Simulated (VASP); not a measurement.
Runs of VASP 6.6.1 on Ti. The structure is hexagonal, space group P6_3/mmc (No. 194). Conventional cell: a = 2.950 Å, b = 2.950 Å, c = 4.680 Å, α = 90.00°, β = 90.00°, γ = 120.00°. Ti (site symmetry -6m2) has 12 Ti at 2.89 to 2.95 Å as nearest neighbours. 

```csv
task,level,potentials or basis,cell,cutoff (eV),smearing,gap on the mesh (eV),pressure (GPa)
optical spectrum,TB-mBJ,"VASP PAW PBE potentials, release 64 (Ti_sv)",as given,520,methfessel-paxton 0.1 eV,none,-
density of states,PW91,"VASP PAW PBE potentials, release 64 (Ti_sv)",as given,520,tetrahedron,none,-2.2
single point,PBE,"VASP PAW PBE potentials, release 64 (Ti_sv_GW)",as given,550,gaussian 0.1 eV,none,(a)
relaxation of cell and atoms,RPBE,"VASP PAW PBE potentials, release 64 (Ti_sv)",relaxed,600,methfessel-paxton 0.2 eV,none,0.1
density of states,PBEsol,"VASP PAW PBE potentials, release 54 (Ti_sv)",as given,520,methfessel-paxton 0.2 eV,none,-6.3
```

Alike in all rows: no spin polarisation; k mesh 10 × 10 × 6.

Task: Estimate the missing entries.

Result: (a) -2.8.

Caveats: the PAW data sets were made with another functional, which shifts forces and pressure a little (some runs); spectra need much finer meshes, so this one isn't converged (some runs); independent-particle spectra lack excitons (some runs); the intraband (Drude) part of a metal's response may be missing (some runs); tetrahedron occupations give inexact forces and stress in metals (some runs).

A gap of «none» marks a metal or a gap under the smearing width.
